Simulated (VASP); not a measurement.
## HfS2: relaxation of cell and atoms with LDA

Crystal: HfS2.

```xyz
3
Lattice="3.6397 0.0000 0.0000 -1.8198 3.1520 0.0000 0.0000 0.0000 6.0556" Properties=species:S:1:pos:R:3 pbc="T T T"
Hf    0.0000    0.0000    0.0000
S     1.8198    1.0507    4.6262
S     0.0000    2.1014    1.4294
```

The cell is a database's computed one.

- Program: VASP 6.6.1
- Task: relaxation of cell and atoms
- Functional: LDA
- Potentials or basis: VASP PAW LDA potentials, release 64 (Hf_pv, S)
- Cutoff: 400 eV
- k mesh: 12 × 12 × 6
- Occupations: gaussian, width 0.02 eV
- Spin: no spin polarisation
- Target pressure: 2 GPa
- Pressure (GPa): 2
- Further INCAR settings: ALGO = Normal; EDIFF = 1e-07; IBRION = 2; EDIFFG = -0.003; NSW = 60; ISIF = 3
- Target pressure: 2 GPa

```json
{
  "Relaxed volume": "19.76 Å³/atom",
  "Relaxed cell": "a = 3.523 Å, b = 3.523 Å, c = 5.516 Å, α = 90.00°, β = 90.00°, γ = 120.00°",
  "Space group after relaxing (to 0.05 Å)": "P-3m1 (No. 164)",
  "Energy change on relaxing (the enthalpy is what falls)": "-19.3 meV/atom",
  "Ionic steps": "19",
  "Pressure after relaxing": "2.0 GPa",
  "Band gap on the k mesh": "0.33 eV, indirect (least direct gap 1.38 eV)"
}
```

The path:
```tsv
step	energy change (eV)	largest force (eV/Å)	pressure (GPa)	volume (Å³)
1	0.0000	0.2454	-4.24	69.47
2	0.1841	1.7770	12.34	60.78
3	-0.0347	0.5181	1.68	65.65
4	-0.0338	0.5347	1.82	65.58
5	-0.0453	0.3996	1.78	64.76
6	-0.0411	0.0433	1.72	62.77
7	-0.0477	0.0485	1.89	61.91
8	-0.0510	0.0473	2.79	59.33
9	0.1368	0.2254	7.44	54.18
10	-0.0451	0.1809	3.75	58.84
11	-0.0507	0.4121	-0.91	60.01
12	-0.0573	0.0562	1.84	59.30
13	-0.0571	0.0149	1.97	59.23
14	-0.0570	0.0119	1.98	59.23
15	-0.0570	0.0110	1.98	59.22
16	-0.0568	0.0006	2.06	59.21
17	-0.0569	0.0038	2.03	59.21
18	-0.0571	0.0022	2.03	59.23
19	-0.0578	0.0016	2.00	59.29
```

Final structure:
```cif
data_structure
_symmetry_space_group_name_H-M 'P 1'
_symmetry_Int_Tables_number 1
_cell_length_a 3.5230
_cell_length_b 3.5230
_cell_length_c 5.5156
_cell_angle_alpha 90.000
_cell_angle_beta 90.000
_cell_angle_gamma 120.000
_cell_volume 59.29
loop_
_atom_site_label
_atom_site_type_symbol
_atom_site_fract_x
_atom_site_fract_y
_atom_site_fract_z
_atom_site_occupancy
Hf1 Hf 0.00000 0.00000 0.00000 1
S1 S 0.66667 0.33333 0.73676 1
S2 S 0.33333 0.66667 0.26324 1
```

Levels at points of the mesh, in eV from the valence-band top:
```tsv
k point	band 7	band 8	band 9	band 10	band 11	band 12	band 13	band 14	band 15
(0.00, 0.00, 0.00)	-3.25	-3.25	-0.31	-0.31	0.00	1.53	1.53	2.00	4.86
(0.50, 0.00, 0.00)	-3.32	-3.27	-2.92	-2.74	-1.82	0.53	3.88	4.04	5.90
(0.00, 0.00, 0.50)	-3.16	-3.16	-2.76	-0.61	-0.61	1.43	1.43	2.43	5.73
(0.50, 0.00, 0.50)	-4.40	-3.25	-2.98	-1.26	-1.04	0.33	3.86	4.09	4.99
```

Run time: 6.4 min on 1 thread of Intel(R) Xeon(R) Platinum 8488C (Sapphire Rapids), with other jobs on the host, peak memory 0.2 GiB.

Caveat: the cell is relaxed towards a set pressure, so the enthalpy falls and the energy may rise; spin-orbit coupling is left out, which moves the levels of the heavy elements. A k mesh can miss the band edges.
